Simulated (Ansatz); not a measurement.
**MgO: gaps at several levels of theory**

The task here is to estimate one member of a computed series from the others.

Computed with Ansatz 0.2.0 (DFT PBEsol, scalar-relativistic, plane waves, PAW, unless a step's input says otherwise).

That is the level of the relaxation; later steps name their own.

## Starting point

Symmetry: P6_3mc, No. 186, hexagonal system. Conventional cell: a = 3.308 Å, b = 3.308 Å, c = 4.983 Å, α = 90.00°, β = 90.00°, γ = 120.00°. Mg (site symmetry 3m) has 4 O at 1.97 to 1.99 Å as nearest neighbours. O (site symmetry 3m) has 4 Mg at 1.97 to 1.99 Å as nearest neighbours.

As a file:

```cif
data_structure
_symmetry_space_group_name_H-M 'P6_3mc'
_symmetry_Int_Tables_number 186
_cell_length_a 3.3078
_cell_length_b 3.3078
_cell_length_c 4.9829
_cell_angle_alpha 90.000
_cell_angle_beta 90.000
_cell_angle_gamma 120.000
_cell_volume 47.22
loop_
_atom_site_label
_atom_site_type_symbol
_atom_site_symmetry_multiplicity
_atom_site_Wyckoff_symbol
_atom_site_fract_x
_atom_site_fract_y
_atom_site_fract_z
_atom_site_occupancy
Mg1 Mg 2 b 0.33333 0.66667 0.00216 1
O1 O 2 b 0.33333 0.66667 0.40244 1
```

The structure comes from the Materials Project (structure only).

Set-up of the first run:

(A quick probe on a coarse mesh, which set the mesh and smearing, is not shown.)

The input, input.yaml:

```yaml
crystal:
  lattice:
    - [3.3077869865, 0.0, 0.0]
    - [-1.6538934933, 2.8646275606, 0.0]
    - [0.0, 0.0, 4.98288167]
  atoms:
    - { symbol: Mg, position: [0.33333333, 0.66666667, 0.00215974] }
    - { symbol: Mg, position: [0.66666667, 0.33333333, 0.50215974] }
    - { symbol: O, position: [0.33333333, 0.66666667, 0.40244026] }
    - { symbol: O, position: [0.66666667, 0.33333333, 0.90244026] }
basis:
  ecutwfc: 420
kpoints:
  mp_grid: { grid: [9, 9, 6] }
hamiltonian:
  xc: pbesol
scf:
  occupations: { method: gaussian, width: 0.02 }
output:
  forces: true
  stress: true
  eigenvalues: true
relax:
  adjacent_minimum: "off"
  f_tol: 0.005
  max_steps: 80
  cell: { stress_tol: 0.05 }
```

Run with:

```bash
ansatz run input.yaml --threads 2 --pin off --max-ram 5120MiB --backend cpu --events-out ev --progress --plain --runs-dir out
```

Steps of the session up to this table: Full relaxation; Band edges over the whole zone; The run at PBEsol, 250 eV and coarse mesh; The run at LDA; The run at PBE0; The run at Hartree-Fock.

One table of the session follows, with a row left open; its other results are not shown here.

| level | gap (eV) | least direct gap (eV) |
| --- | --- | --- |
| PBEsol, 250 eV and coarse mesh | ? | ? |
| LDA | 3.37 | 3.37 |
| PBE0 | 5.80 | 5.80 |
| Hartree-Fock | 13.53 | 13.53 |

Estimate the missing values for PBEsol, 250 eV and coarse mesh.

**Answer.** gap (eV): 3.15; least direct gap (eV): 3.15. In the column «gap (eV)» it is the lowest.

Gaps are by band count over the mesh and the named points; a gap of 0 means that the bands overlap or touch.

Caveats from the session: The settings are coarse, so take the values as rough. Warnings in the runs' records: cutoff below recommended.
